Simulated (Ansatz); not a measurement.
Relaxed (101) slab cut from GePt (space group Pnma (No. 62)); the slab's formula is Ge5Pt6, its outer planes GePt2 (top) and GePt2 (bottom):

```xyz
22
Lattice="3.7003 0.0000 0.0000 0.0000 8.3709 0.0000 0.0000 0.0000 25.2541" Properties=species:S:1:pos:R:3 pbc="T T T"
Ge    2.7753    2.1393    7.4098
Pt    0.9251    0.6529    7.8541
Pt    2.7753    4.5175    7.9666
Pt    0.9251    3.0564    9.4032
Pt    2.7753    7.2775    9.2142
Ge    0.9251    5.6554    9.1009
Ge    0.9251    0.5681   10.2358
Ge    2.7753    2.8085   11.0158
Ge    2.7753    6.2522   11.5397
Pt    0.9251    4.5800   11.7631
Pt    2.7753    0.3543   11.9104
Pt    0.9251    7.0219   13.3437
Pt    2.7753    2.7962   13.4910
Ge    0.9251    1.1240   13.7144
Ge    0.9251    4.5677   14.2383
Ge    2.7753    6.8081   15.0183
Ge    2.7753    1.7208   16.1532
Pt    0.9251    0.0987   16.0399
Pt    2.7753    4.3198   15.8509
Pt    0.9251    2.8587   17.2875
Pt    2.7753    6.7233   17.4000
Ge    0.9251    5.2369   17.8443
```

Method: Ansatz 0.2.0, DFT PBEsol, scalar-relativistic, plane waves, PAW. Settings: cutoff 420 eV, Γ-centred mesh 9×4×1 on the computed 22-atom cell, Gaussian smearing of 0.10 eV; no spin polarisation. A dipole correction removes the field between periodic images along c.

The potential is the smooth part; its values at the atoms depend on the PAW datasets.

Q: How does the plane-averaged electrostatic potential energy of an electron run along c, counted from the Fermi level?

A: z (Å), V (eV) and a bar:
```
     2.53       4.73 ##############################
     2.81       4.73 ##############################
     3.09       4.73 ##############################
     3.37       4.73 ##############################
     3.65       4.73 ##############################
     3.93       4.72 ##############################
     4.21       4.72 ##############################
     4.49       4.72 ##############################
     4.77       4.71 ##############################
     5.05       4.69 ##############################
     5.33       4.66 ##############################
     5.61       4.58 ##############################
     5.89       4.41 #############################
     6.17       4.03 #############################
     6.45       3.23 ############################
     6.73       1.48 #########################
     7.02      -1.30 ####################
     7.30      -5.69 #############
     7.58      -9.75 ######
     7.86     -11.45 ####
     8.14     -10.54 #####
     8.42      -9.05 ########
     8.70      -9.38 #######
     8.98     -11.59 ###
     9.26     -13.10 #
     9.54     -12.36 ##
     9.82      -9.30 #######
    10.10      -5.78 #############
    10.38      -4.61 ###############
    10.66      -5.19 ##############
    10.94      -7.12 ###########
    11.22     -10.44 #####
    11.50     -13.45
    11.79     -13.74
    12.07     -11.24 ####
    12.35      -7.30 ##########
    12.63      -5.07 ##############
    12.91      -7.30 ##########
    13.19     -11.24 ####
    13.47     -13.74
    13.75     -13.45
    14.03     -10.44 #####
    14.31      -7.12 ###########
    14.59      -5.19 ##############
    14.87      -4.61 ###############
    15.15      -5.78 #############
    15.43      -9.30 #######
    15.71     -12.36 ##
    15.99     -13.10 #
    16.27     -11.59 ###
    16.56      -9.38 #######
    16.84      -9.05 ########
    17.12     -10.54 #####
    17.40     -11.45 ####
    17.68      -9.75 ######
    17.96      -5.69 #############
    18.24      -1.30 ####################
    18.52       1.48 #########################
    18.80       3.23 ############################
    19.08       4.03 #############################
    19.36       4.41 #############################
    19.64       4.58 ##############################
    19.92       4.66 ##############################
    20.20       4.69 ##############################
    20.48       4.71 ##############################
    20.76       4.72 ##############################
    21.05       4.72 ##############################
    21.33       4.72 ##############################
    21.61       4.73 ##############################
    21.89       4.73 ##############################
    22.17       4.73 ##############################
    22.45       4.73 ##############################
    22.73       4.73 ##############################
```

The vacuum level lies 4.73 eV above the Fermi level.

Spin-orbit coupling is left out, which matters for the bands of heavy elements.

Cost: 1 run of about 22 core-minutes, on Intel Xeon 6975P-C (Granite Rapids) (shared hosts).